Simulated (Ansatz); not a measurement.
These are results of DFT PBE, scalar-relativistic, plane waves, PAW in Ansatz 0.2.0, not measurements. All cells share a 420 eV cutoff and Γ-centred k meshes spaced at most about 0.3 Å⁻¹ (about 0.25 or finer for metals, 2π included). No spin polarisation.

Each guess is relaxed in cell and atoms at zero pressure, on a coarse mesh first where it starts far from rest and then on a converged one. The steps can't lower the symmetry of the start, but it can rise. Energies are static (0 K, no zero-point motion).

Two unrelaxed guesses for Mg₃Te₂:

A.

Space group P4/mmm (No. 123). a = 4.003 Å, b = 4.003 Å, c = 8.003 Å, α = 90.00°, β = 90.00°, γ = 90.00°
| atom | site | symmetry | x | y | z |
| --- | --- | --- | --- | --- | --- |
| Mg | 2h | 4mm | 0.5000 | 0.5000 | 0.2145 |
| Mg | 1d | 4/mmm | 0.5000 | 0.5000 | 0.5000 |
| Te | 1c | 4/mmm | 0.5000 | 0.5000 | 0.0000 |
| Te | 1a | 4/mmm | 0.0000 | 0.0000 | 0.0000 |

B.

Space group P-4m2 (No. 115). a = 3.782 Å, b = 3.782 Å, c = 7.732 Å, α = 90.00°, β = 90.00°, γ = 90.00°
| atom | site | symmetry | x | y | z |
| --- | --- | --- | --- | --- | --- |
| Mg | 2g | 2mm. | 0.0000 | 0.5000 | 0.3653 |
| Mg | 1b | -4m2 | 0.5000 | 0.5000 | 0.0000 |
| Te | 2g | 2mm. | 0.5000 | 0.0000 | 0.2622 |

Task: Do they relax into the same structure? If not, which is lower?

Result: No. B ends lower, by 0.79 eV/atom. A: P4/mmm at 25.7 Å³/atom → P4/mmm at 44.2 Å³/atom; B: P-4m2 at 22.1 Å³/atom → P-4m2 at 28.3 Å³/atom. Counting Te atoms around Mg (those within 1.25 times the shortest such distance or 1.15 times the sum of covalent radii, 1.27 where that leaves under three; a plus sign parts nearer from farther groups; the shortest distance is added where it exceeds 1.18 times the sum of covalent radii; a slash parts the counts of unlike sites), the end of A has Mg 1/2+8 from 5.7 Å and the end of B has Mg 4/5. End of A. Conventional cell: a = 4.417 Å, c = 11.332 Å. Around Mg on a site of symmetry 4mm lie 1 Te at 2.80 Å and 1 Mg at 2.86 Å; Mg on a site of symmetry 4/mmm is surrounded by 2 Mg at 2.86 Å; around Te on its first site lie 2 Mg at 2.80 Å and 4 Te at 3.12 Å; 1 more site not described. End of B. Conventional cell: a = 4.331 Å, c = 7.534 Å. Mg on a site of symmetry 2mm has 5 Te at 2.98–3.10 Å and 2 Mg at 3.32 Å; Mg on a site of symmetry -4m2 is surrounded by 4 Te at 2.98 Å and 4 Mg at 3.32 Å; around Te lie 7 Mg at 2.98–3.10 Å.

Ends held by symmetry can be saddle points. Neither end is the lowest form computed: that has space group P4mm (No. 99) and lies 32 meV/atom below the better end. Spin–orbit coupling, which can matter for Te, is left out. Some types were kept out of the candidates beforehand, so the set may lack a known form.
